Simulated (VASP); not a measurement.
# CaSe (Fm-3m) in VASP: a series of runs

Runs on CaSe. Level: r2SCAN. Tasks: single point.

All numbers are computed with VASP 6.6.1; they aren't measurements. Logs are shortened: lines on timing, memory, paths and dates and some standing lists are left out, and cuts for length are marked.

### Step 1. The crystal as given

Symmetry: Fm-3m, No. 225, cubic system. Conventional cell: a = 5.912 Å, b = 5.912 Å, c = 5.912 Å, α = 90.00°, β = 90.00°, γ = 90.00°. Se (site symmetry m-3m) has 6 Ca at 2.96 Å as nearest neighbours. Ca (site symmetry m-3m) is surrounded by 6 Se at 2.96 Å.

### Step 2. Single point, r2SCAN

Input file INCAR:

```
ADDGRID = F ; ALGO = Normal
EDIFF = 1E-6 ; ENCUT = 450
ISIF = 2 ; ISMEAR = 0
LASPH = T ; LCHARG = F
LMIXTAU = T ; LREAL = F
LWAVE = F ; METAGGA = R2SCAN
NBANDS = 15 ; NELM = 100
PREC = Accurate ; SIGMA = 0.01
```

Input file KPOINTS:

```
k-points
0
Gamma
  5 5 5
```

Input file POSCAR:

```
CaSe
1.0
    0.0000000000      2.9560000000      2.9560000000
    2.9560000000      0.0000000000      2.9560000000
    2.9560000000      2.9560000000      0.0000000000
Se Ca
1 1
Direct
    0.5137070000      0.4880300000      0.5023060000
    0.0084580000     -0.0027510000     -0.0091450000
```

Potentials or basis: VASP PAW PBE potentials, release 64 (Se, Ca_sv).

Started as:

```sh
$ cat potpaw_PBE.64/Se/POTCAR potpaw_PBE.64/Ca_sv/POTCAR > POTCAR
$ mpirun -np 1 vasp_std > vasp.out
```

OUTCAR:

```text
EDIFF = 1E-6
   ENCUT = 450
   ISIF = 2
   ISMEAR = 0
   LASPH = T
   LREAL = F
   METAGGA = R2SCAN
   NELM = 100
   PREC = Accurate

 Found     63 irreducible k-points:

 Following reciprocal coordinates:
            Coordinates               Weight
  0.000000  0.000000  0.000000      1.000000
  0.200000  0.000000  0.000000      2.000000
  0.000000  0.200000  0.000000      2.000000
  0.000000  0.000000  0.200000      2.000000
  0.200000  0.200000  0.200000      2.000000
  0.400000  0.000000  0.000000      2.000000
   k-points           NKPTS =     63   k-points in BZ     NKDIM =     63   number of bands    NBANDS=     15
   number of dos      NEDOS =    301   number of ions     NIONS =      2
   total plane-waves  NPLWV =  27000
   dimension x,y,z NGX =    30 NGY =   30 NGZ =   30
   dimension x,y,z NGXF=    60 NGYF=   60 NGZF=   60
   ions per type =               1   1
   NGX,Y,Z   is equivalent  to a cutoff of  11.93, 11.93, 11.93 a.u.
   NGXF,Y,Z  is equivalent  to a cutoff of  23.86, 23.86, 23.86 a.u.
 SYSTEM =  unknown system
   PREC   = accura    normal or accurate (medium, high low for compatibility)
   ISTART =      0    job   : 0-new  1-cont  2-samecut
   ICHARG =      2    charge: 1-file 2-atom 10-const
   ISPIN  =      1    spin polarized calculation?
   LNONCOLLINEAR =      F non collinear calculations
   LSORBIT =      F    spin-orbit coupling
   LASPH  =      T    aspherical Exc in radial PAW
   ENCUT  =  450.0 eV  33.07 Ry    5.75 a.u.   7.23  7.23  7.23*2*pi/ulx,y,z
   NELM   =    100;   NELMIN=  2; NELMDL= -5     # of ELM steps
   EDIFF  = 0.1E-05   stopping-criterion for ELM
   LREAL  =      F    real-space projection
   EDIFFG = 0.1E-04   stopping-criterion for IOM
   NSW    =      0    number of steps for IOM
   IBRION =     -1    ionic relax: 0-MD 1-quasi-New 2-CG
   NFREE  =      0    steps in history (QN), initial steepest desc. (CG)
   ISIF   =      2    stress and relaxation
   ISYM   =      2    0-nonsym 1-usesym 2-fastsym
   POTIM  = 0.5000    time-step for ionic-motion
   TEBEG  =    0.0;   TEEND  =   0.0 temperature during run
   PSTRESS=    0.0 pullay stress
   NELECT =      16.0000    total number of electrons
   NUPDOWN=      -1.0000    fix difference up-down
   EMIN   =  10.00;   EMAX   =-10.00  energy-range for DOS
   EFERMI =   0.00;   METHOD = LEGACY
   ISMEAR =     0;   SIGMA  =   0.01  broadening in eV -4-tet -1-fermi 0-gaus
   EFERMI_NEDOS =   21; number of points for ismear=-14 and -15
   IALGO  =     38    algorithm
   IMIX   =      4    mixing-type and parameters
     AMIX     =   0.40;   BMIX     =  1.00
     AMIX_MAG =   1.60;   BMIX_MAG =  1.00
  volume/ion in A,a.u.               =      25.83       174.30
  Fermi-wavevector in a.u.,A,eV,Ry     =   1.107645  2.093145 16.692666  1.226876
  Thomas-Fermi vector in A             =   2.244161
   LORBIT       =      0    0 simple, 1 ext, 2 COOP (PROOUT), +10 PAW based schemes
   METAGGA = R2SCAN    functional components
   LHFCALC =     F    Hartree Fock is set to
   AEXX    =    0.0000 exact exchange contribution
   IVDW    =     0    specifies the selected vdW correction
   LEPSILON=     F    determine dielectric tensor
   LRPA    =     F    only Hartree local field effects (RPA)
 non-spin polarized calculation
 Gauss-broadening in eV      SIGMA  =   0.01
  energy-cutoff  :      450.00
  volume of cell :       51.66
 maximum number of plane-waves:      1139
 NGX is ok and might be reduce to    30
   NGX = 15   NGY = 15   NGZ = 15

 number of electron      16.0000001 magnetization

 Free energy of the ion-electron system (eV)
  ---------------------------------------------------
  ext. energy  EPLUGINS =         0.00000000
  ---------------------------------------------------
  free energy    TOTEN  =       -25.96847463 eV

  energy without entropy =      -25.96847463  energy(sigma->0) =      -25.96847463

 E-fermi :   2.3100     XC(G=0):  -9.5871

 val. band max:        2.1933676976   @ k =   0.0000   0.0000   0.0000
 cond. band min:       4.8099429656   @ k =   0.4000   0.0000   0.4000
 fundamental gap:      2.6165752680
 Fermi energy:         2.3099772128

 k-point     1 :       0.0000    0.0000    0.0000
  band No.  band energies     occupation
      1     -39.0949      2.00000
      2     -19.2070      2.00000
      3     -19.2064      2.00000
      4     -19.2063      2.00000
      5     -10.0019      2.00000
      6       2.1915      2.00000
      7       2.1932      2.00000
      8       2.1934      2.00000
      9       6.3431      0.00000
     10       6.4225      0.00000
     11       6.4277      0.00000
     12       6.4293      0.00000
     13       7.0229      0.00000
     14       7.0329      0.00000
     15      12.6702      0.00000

 k-point     2 :       0.2000    0.0000    0.0000
  band No.  band energies     occupation
      1     -39.0926      2.00000
      2     -19.2480      2.00000
      3     -19.2093      2.00000
      4     -19.2088      2.00000
      5      -9.7691      2.00000
      6       0.7151      2.00000
      7       1.6907      2.00000
      8       1.6929      2.00000
      9       6.4279      0.00000
     10       6.9336      0.00000
     11       6.9348      0.00000
     12       7.9919      0.00000
     13       8.0089      0.00000
     14       8.1543      0.00000
     15      12.5711      0.00000

 k-point     3 :       0.0000    0.2000    0.0000
  band No.  band energies     occupation
      1     -39.0926      2.00000
      2     -19.2480      2.00000
      3     -19.2092      2.00000
      4     -19.2089      2.00000
      5      -9.7691      2.00000
      6       0.7156      2.00000
      7       1.6899      2.00000
      8       1.6918      2.00000
      9       6.4301      0.00000
     10       6.9342      0.00000
     11       6.9358      0.00000
     12       7.9960      0.00000
     13       8.0085      0.00000
     14       8.1487      0.00000
     15      12.5684      0.00000

 k-point     4 :       0.0000    0.0000    0.2000
  band No.  band energies     occupation
      1     -39.0926      2.00000
      2     -19.2480      2.00000
      3     -19.2091      2.00000
      4     -19.2088      2.00000
      5      -9.7691      2.00000
      6       0.7160      2.00000
      7       1.6899      2.00000
      8       1.6904      2.00000
      9       6.4319      0.00000
     10       6.9352      0.00000
     11       6.9361      0.00000
     12       8.0005      0.00000
     13       8.0073      0.00000
     14       8.1442      0.00000
     15      12.5662      0.00000

 k-point     5 :       0.2000    0.2000    0.2000
  band No.  band energies     occupation
      1     -39.0926      2.00000
      2     -19.2479      2.00000
      3     -19.2093      2.00000
      4     -19.2089      2.00000
      5      -9.7691      2.00000
      6       0.7153      2.00000
      7       1.6902      2.00000
      8       1.6924      2.00000
      9       6.4290      0.00000
     10       6.9338      0.00000
     11       6.9354      0.00000
     12       7.9938      0.00000
     13       8.0088      0.00000
     14       8.1516      0.00000
     15      12.5697      0.00000

 k-point     6 :       0.4000    0.0000    0.0000
  band No.  band energies     occupation
      1     -39.0888      2.00000
      2     -19.3133      2.00000
      3     -19.2133      2.00000
      4     -19.2129      2.00000
      5      -9.3526      2.00000
      6      -0.8566      2.00000
      7       1.0912      2.00000
      8       1.0926      2.00000
      9       6.9887      0.00000
     10       8.0261      0.00000
     11       8.0265      0.00000
     12       8.7098      0.00000
     13       9.7971      0.00000
     14       9.8072      0.00000
     15      11.6476      0.00000

 [... further k-points ...]
[... 5 lines left out ...]
  --------------------------------------------------------------------------------------
  -------------------------------------------------------------------------------------
  Total        0.2625603      0.3182354      0.2648264     -0.0018164      0.0029141      0.0001274
  in kB        8.1432229      9.8699702      8.2135049     -0.0563362      0.0903799      0.0039510
  external PRESSURE =       8.7422327 kB  Pullay stress =       0.0000000 kB

 VOLUME and BASIS-vectors are now :
 -----------------------------------------------------------------------------
  energy-cutoff  :      450.00
  volume of cell :       51.66
      direct lattice vectors                 reciprocal lattice vectors
     0.000000000  2.956000000  2.956000000    -0.169147497  0.169147497  0.169147497
     2.956000000  0.000000000  2.956000000     0.169147497 -0.169147497  0.169147497
     2.956000000  2.956000000  0.000000000     0.169147497  0.169147497 -0.169147497

 POSITION                                       TOTAL-FORCE (eV/Angst)
 -----------------------------------------------------------------------------------
      2.92743      3.00333      2.96113        -0.021885     -0.168602      0.040257
      5.87684      2.95397      2.97287         0.021885      0.168602     -0.040257
 -----------------------------------------------------------------------------------
    total drift:                               -0.002522     -0.002563     -0.003005

  FREE ENERGIE OF THE ION-ELECTRON SYSTEM (eV)
  ---------------------------------------------------
  free  energy   TOTEN  =       -25.9684746277 eV

  energy  without entropy=      -25.9684746277  energy(sigma->0) =      -25.96847463
```

Wall time 2.4 min (1 thread of Intel Xeon Platinum 8488C (Sapphire Rapids), shared host); peak memory 0.19 GiB.

The run converged, but some of its settings lie outside the range that counts as converged, so its numbers aren't taken as properties of the crystal.

What came out:

* Free energy: -25.9685 eV
* Pressure: 0.9 GPa
* Largest force: 0.175 eV/Å
* Band gap on the k mesh: 2.62 eV, indirect (least direct gap 3.51 eV)

Caveat: the PAW data sets were made with another functional, which shifts forces and pressure a little; an odd mesh through Γ misses points on the zone boundary, where band edges often lie.

### Step 3. Single point, r2SCAN

INCAR, as its differences from that of step 2:

```diff
@@ -7,2 +7,2 @@
 NBANDS = 15 ; NELM = 100
-PREC = Accurate ; SIGMA = 0.01
+PREC = Low ; SIGMA = 0.05
```

KPOINTS is that of step 2.

Input file POSCAR:

```
CaSe
1.0
    0.0000000000      2.9560000000      2.9560000000
    2.9560000000      0.0000000000      2.9560000000
    2.9560000000      2.9560000000      0.0000000000
Se Ca
1 1
Direct
    0.5000000000      0.5000000000      0.5000000000
    0.0000000000      0.0000000000      0.0000000000
```

Potentials or basis: VASP PAW PBE potentials, release 64 (Se, Ca_sv).

Started as:

```sh
$ cat potpaw_PBE.64/Se/POTCAR potpaw_PBE.64/Ca_sv/POTCAR > POTCAR
$ mpirun -np 1 vasp_std > vasp.out
```

It took 20 s on 1 thread of Intel Xeon Platinum 8488C (Sapphire Rapids), shared host; peak memory 0.11 GiB.

These settings aren't checked as converged: the numbers below hold their error.

Results:

* Free energy: -25.9769 eV
* Pressure: 0.7 GPa
* Band gap on the k mesh: 2.61 eV, indirect (least direct gap 3.51 eV)

Caveat: the PAW data sets were made with another functional, which shifts forces and pressure a little; an odd mesh through Γ misses points on the zone boundary, where band edges often lie.

### Step 4. Single point, r2SCAN

INCAR is that of step 3.

KPOINTS is that of step 3.

Input file POSCAR:

```
CaSe
1.0
    0.0000000000      2.9560000000      2.9560000000
    2.9560000000      0.0000000000      2.9560000000
    2.9560000000      2.9560000000      0.0000000000
Se Ca
1 1
Direct
    0.5137070000      0.4880300000      0.5023060000
    0.0084580000     -0.0027510000     -0.0091450000
```

Potentials or basis: VASP PAW PBE potentials, release 64 (Se, Ca_sv).

Started as:

```sh
$ cat potpaw_PBE.64/Se/POTCAR potpaw_PBE.64/Ca_sv/POTCAR > POTCAR
$ mpirun -np 1 vasp_std > vasp.out
```

OUTCAR:

```text
EDIFF = 1E-6
   ENCUT = 450
   ISIF = 2
   ISMEAR = 0
   LASPH = T
   LREAL = F
   METAGGA = R2SCAN
   NELM = 100
   PREC = Low

 Found     63 irreducible k-points:

 Following reciprocal coordinates:
            Coordinates               Weight
  0.000000  0.000000  0.000000      1.000000
  0.200000  0.000000  0.000000      2.000000
  0.000000  0.200000  0.000000      2.000000
  0.000000  0.000000  0.200000      2.000000
  0.200000  0.200000  0.200000      2.000000
  0.400000  0.000000  0.000000      2.000000
   k-points           NKPTS =     63   k-points in BZ     NKDIM =     63   number of bands    NBANDS=     15
   number of dos      NEDOS =    301   number of ions     NIONS =      2
   total plane-waves  NPLWV =  13824
   dimension x,y,z NGX =    24 NGY =   24 NGZ =   24
   dimension x,y,z NGXF=    24 NGYF=   24 NGZF=   24
   ions per type =               1   1
   NGX,Y,Z   is equivalent  to a cutoff of   9.54,  9.54,  9.54 a.u.
   NGXF,Y,Z  is equivalent  to a cutoff of   9.54,  9.54,  9.54 a.u.
 SYSTEM =  unknown system
   PREC   = low       normal or accurate (medium, high low for compatibility)
   ISTART =      0    job   : 0-new  1-cont  2-samecut
   ICHARG =      2    charge: 1-file 2-atom 10-const
   ISPIN  =      1    spin polarized calculation?
   LNONCOLLINEAR =      F non collinear calculations
   LSORBIT =      F    spin-orbit coupling
   LASPH  =      T    aspherical Exc in radial PAW
   ENCUT  =  450.0 eV  33.07 Ry    5.75 a.u.   7.23  7.23  7.23*2*pi/ulx,y,z
   NELM   =    100;   NELMIN=  2; NELMDL= -5     # of ELM steps
   EDIFF  = 0.1E-05   stopping-criterion for ELM
   LREAL  =      F    real-space projection
   EDIFFG = 0.1E-04   stopping-criterion for IOM
   NSW    =      0    number of steps for IOM
   IBRION =     -1    ionic relax: 0-MD 1-quasi-New 2-CG
   NFREE  =      0    steps in history (QN), initial steepest desc. (CG)
   ISIF   =      2    stress and relaxation
   ISYM   =      2    0-nonsym 1-usesym 2-fastsym
   POTIM  = 0.5000    time-step for ionic-motion
   TEBEG  =    0.0;   TEEND  =   0.0 temperature during run
   PSTRESS=    0.0 pullay stress
   NELECT =      16.0000    total number of electrons
   NUPDOWN=      -1.0000    fix difference up-down
   EMIN   =  10.00;   EMAX   =-10.00  energy-range for DOS
   EFERMI =   0.00;   METHOD = LEGACY
   ISMEAR =     0;   SIGMA  =   0.05  broadening in eV -4-tet -1-fermi 0-gaus
   EFERMI_NEDOS =   21; number of points for ismear=-14 and -15
   IALGO  =     38    algorithm
   IMIX   =      4    mixing-type and parameters
     AMIX     =   0.40;   BMIX     =  1.00
     AMIX_MAG =   1.60;   BMIX_MAG =  1.00
  volume/ion in A,a.u.               =      25.83       174.30
  Fermi-wavevector in a.u.,A,eV,Ry     =   1.107645  2.093145 16.692666  1.226876
  Thomas-Fermi vector in A             =   2.244161
   LORBIT       =      0    0 simple, 1 ext, 2 COOP (PROOUT), +10 PAW based schemes
   METAGGA = R2SCAN    functional components
   LHFCALC =     F    Hartree Fock is set to
   AEXX    =    0.0000 exact exchange contribution
   IVDW    =     0    specifies the selected vdW correction
   LEPSILON=     F    determine dielectric tensor
   LRPA    =     F    only Hartree local field effects (RPA)
 non-spin polarized calculation
 Gauss-broadening in eV      SIGMA  =   0.05
  energy-cutoff  :      450.00
  volume of cell :       51.66
 maximum number of plane-waves:      1139
   NGX = 15   NGY = 15   NGZ = 15

 number of electron      15.9999898 magnetization

 Free energy of the ion-electron system (eV)
  ---------------------------------------------------
  ext. energy  EPLUGINS =         0.00000000
  ---------------------------------------------------
  free energy    TOTEN  =       -25.97249360 eV

  energy without entropy =      -25.97249360  energy(sigma->0) =      -25.97249360

 E-fermi :   2.4784     XC(G=0):  -9.5845

 val. band max:        2.1963226423   @ k =   0.0000   0.0000   0.0000
 cond. band min:       4.8126105805   @ k =   0.4000   0.0000   0.4000
 fundamental gap:      2.6162879382
 Fermi energy:         2.4783751350

 k-point     1 :       0.0000    0.0000    0.0000
  band No.  band energies     occupation
      1     -39.0988      2.00000
      2     -19.2123      2.00000
      3     -19.2111      2.00000
      4     -19.2097      2.00000
      5      -9.9990      2.00000
      6       2.1944      2.00000
      7       2.1952      2.00000
      8       2.1963      2.00000
      9       6.3501      0.00000
     10       6.4253      0.00000
     11       6.4307      0.00000
     12       6.4326      0.00000
     13       7.0256      0.00000
     14       7.0346      0.00000
     15      12.6718      0.00000
[... 73 lines left out ...]
 k-point     6 :       0.4000    0.0000    0.0000
  band No.  band energies     occupation
      1     -39.0927      2.00000
      2     -19.3172      2.00000
      3     -19.2181      2.00000
      4     -19.2175      2.00000
      5      -9.3503      2.00000
      6      -0.8525      2.00000
      7       1.0936      2.00000
      8       1.0957      2.00000
      9       6.9915      0.00000
     10       8.0282      0.00000
     11       8.0289      0.00000
     12       8.7124      0.00000
     13       9.7985      0.00000
     14       9.8078      0.00000
     15      11.6507      0.00000

 [... further k-points ...]
[... 5 lines left out ...]
  --------------------------------------------------------------------------------------
  -------------------------------------------------------------------------------------
  Total        0.2626776      0.3084890      0.2572142      0.0021832      0.0062299     -0.0012463
  in kB        8.1468602      9.5676877      7.9774151      0.0677126      0.1932188     -0.0386550
  external PRESSURE =       8.5639877 kB  Pullay stress =       0.0000000 kB

 VOLUME and BASIS-vectors are now :
 -----------------------------------------------------------------------------
  energy-cutoff  :      450.00
  volume of cell :       51.66
      direct lattice vectors                 reciprocal lattice vectors
     0.000000000  2.956000000  2.956000000    -0.169147497  0.169147497  0.169147497
     2.956000000  0.000000000  2.956000000     0.169147497 -0.169147497  0.169147497
     2.956000000  2.956000000  0.000000000     0.169147497  0.169147497 -0.169147497

 POSITION                                       TOTAL-FORCE (eV/Angst)
 -----------------------------------------------------------------------------------
      2.92743      3.00333      2.96113        -0.011549     -0.170475      0.034892
      5.87684      2.95397      2.97287         0.011549      0.170475     -0.034892
 -----------------------------------------------------------------------------------
    total drift:                               -0.019826     -0.008788      0.004918

  FREE ENERGIE OF THE ION-ELECTRON SYSTEM (eV)
  ---------------------------------------------------
  free  energy   TOTEN  =       -25.9724936031 eV

  energy  without entropy=      -25.9724936031  energy(sigma->0) =      -25.97249360
```

Wall time 52 s (1 thread of Intel Xeon Platinum 8488C (Sapphire Rapids), shared host); peak memory 0.14 GiB.

The run converged, but some of its settings lie outside the range that counts as converged, so its numbers aren't taken as properties of the crystal.

Results:

```yaml
Free_energy: -25.9725 eV
Pressure: 0.9 GPa
Largest_force: 0.174 eV/Å
Band_gap_on_the_k_mesh: 2.62 eV, indirect (least direct gap 3.51 eV)
```

Caveat: the PAW data sets were made with another functional, which shifts forces and pressure a little; an odd mesh through Γ misses points on the zone boundary, where band edges often lie.
